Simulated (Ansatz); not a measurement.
A crystal relaxed with r2SCAN in the plane-wave code Ansatz has space group I-42d (No. 122) and a = 4.746 Å, c = 9.575 Å.

```csv
atom,site,x,y,z
Zn,4a,0.0000,0.0000,0.0000
N,8d,0.2468,0.2500,0.1250
Xx,4b,0.5000,0.5000,0.0000
```

With r2SCAN the gap is 0.39 eV and direct, at Γ. With HSE06 the gap is 1.18 eV and direct, at Γ. The PBE gap is direct at Γ: 0.09 eV. Meshes: r2SCAN 8×8×8, HSE06 4×4×4, PBE 8×8×8.

**Question.** Which element is Xx?
A. Hf
B. Sn
C. Si
D. C

**Answer.** B. Xx is Sn: ZnSnN₂, ordered on the zincblende lattice (I-42d) with 8 atoms a cell. Around Zn lie 4 N at 2.05 Å; around N lie 2 Zn at 2.05 Å and 2 Sn at 2.07 Å; around Sn lie 4 N at 2.07 Å.

(Calculated; spin-unpolarised; the phase may be known or hypothetical.)

Spin-orbit coupling is left out, which matters wherever the heavy atoms make up the band edges.

Gaps or overlaps of about a tenth of an eV are at the limit of these meshes: between the points read a gap can be smaller or closed.

The meshes of the hybrids are coarse, so their gaps aren't converged to the digits shown.
